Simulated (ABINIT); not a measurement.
Runs of ABINIT 10.8.3 (patched build) on Si2Mo. The structure is tetragonal, space group I4/mmm (No. 139). The conventional cell has a = 3.200 Å, b = 3.200 Å, c = 7.861 Å, α = 90.00°, β = 90.00°, γ = 90.00°. Around Mo (site symmetry 4/mmm) lie 10 Si at 2.62 Å. Si (site symmetry 4mm) is surrounded by 5 Si at 2.61 to 2.63 Å and 5 Mo at 2.62 Å. 

| task | level | potentials or basis | cell | k mesh | cutoff (eV) | cutoff smearing ecutsm (Ha) | stop of the response cycle (tolvrs) | acoustic sum rule (asr) | cell freedom (optcell) | optimiser (ionmov) | gap on the mesh (eV) | pressure (GPa) | largest force (eV/Å) |
| --- | --- | --- | --- | --- | --- | --- | --- | --- | --- | --- | --- | --- | --- |
| phonons | PBEsol | PseudoDojo NC SR PBEsol v0.4.1 standard | cell relaxed at zero pressure by an earlier run | 8 × 8 × 8 | 1088 | 0.5 | 1e-09 | 1 | - | - | none | 0.0 | 0.01 |
| relaxation of cell and atoms | PBEsol | PseudoDojo NC SR PBEsol v0.4.1 standard | relaxed | 9 × 9 × 9 | 1088 | 0.5 | - | - | 2 | 2 | none | 0.0 | - |
| single point | PBEsol | PseudoDojo NC SR PBEsol v0.4.1 standard | cell relaxed | 9 × 9 × 9 | 1088 | - | - | - | - | - | none | 0.0 | - |
| single point | LDA | PseudoDojo NC SR LDA v0.4.1 standard | as given | 9 × 9 × 9 | 952 | - | - | - | - | - | none | -6.6 | (a) |

Alike in all rows: no spin polarisation; smearing fermi-dirac 0.05 eV.

Task: Estimate the missing entries.

Result: (a) 0.40.

Caveats: the mesh is coarse for a metal's response (some runs).

A k mesh can miss the band edges, and the runs leave out spin-orbit coupling on Mo.

A gap of «none» marks a metal or a gap under the smearing width.

Runs at the PBE level aren't shown here.
